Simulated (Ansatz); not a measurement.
PbSe (rocksalt), relaxed with r2SCAN. It is cubic, Fm-3m (No. 225); a = 6.177 Å in the conventional setting, 29.47 Å³ an atom. Pb has 6 Se at 3.09 Å; Se has 6 Pb at 3.09 Å.

```
Pb Se
1.0
     0.00000    3.08870    3.08870
     3.08870    0.00000    3.08870
     3.08870    3.08870    0.00000
Pb Se
1 1
Direct
  0.00000 0.00000 0.00000
  0.50000 0.50000 0.50000
```

The questions ask for values computed with the plane-wave code Ansatz on this geometry. The values are computed, spin-unpolarised, and not measurements.

Given (8×8×8 mesh): With PBE the gap is 0.37 eV and direct, at L.

(1) Estimate the gap with r2SCANh on 6×6×6.

(2) How does the gap change from PBE to HSE06 (6×6×6)?

(3) Estimate the gap with DDH-PBE0 on 6×6×6.

(4) What are ε∞ and the Born charges with r2SCAN?

Answers

(1) With r2SCANh the gap is 1.01 eV and direct, at L. The gap differs by +0.64 eV from PBE's.

(2) With HSE06 the gap is 0.79 eV and direct, at L. The gap differs by +0.42 eV from PBE's.

(3) With DDH-PBE0 the gap is 0.55 eV and direct, at L. The share of exact exchange is 0.048. The gap differs by +0.18 eV from PBE's.

(4) ε∞: 17.02 in all directions. Born charges, averaged over directions: Pb +4.83, Se -4.83 e.

Spin-orbit coupling is left out; in compounds of Pb, Bi, Tl or Hg it can lower a gap by up to about 1 eV, split its edges or invert the bands.

The meshes of the hybrids are coarse, so their gaps aren't converged to the digits shown.

Set aside, since their points miss a band edge that the other levels read or their mesh is too coarse: LC-ωPBE.
